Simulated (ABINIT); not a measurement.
Pd:

```
Pd
1.0
    -1.57228    1.57228    1.57228
     1.57228   -1.57228    1.57228
     1.57228    1.57228   -1.57228
Pd
1
Cartesian
  0.0000 0.0000 0.0000
```

This isn't the form of Pd at room conditions, which is fcc.

Base run:

```yaml
Program: ABINIT 10.8.3 (patched build)
Functional: r2SCAN
Potentials_or_basis: JTH PAW PBE v2.0
Cutoff: 707 eV
k_mesh: 12 × 12 × 12
Occupations: fermi-dirac, width 0.05 eV
Spin: no spin polarisation
```

Its results: band gap on the k mesh none (metal or under the smearing width); pressure -3.8 GPa.

Q: The run is repeated on the same cell with these changes: functional from r2SCAN to SCAN. What comes out?

A: Band gap on the k mesh none (metal or under the smearing width); pressure -7.2 GPa.

Caveats: the PAW data sets were made with another functional, which shifts forces and pressure a little.
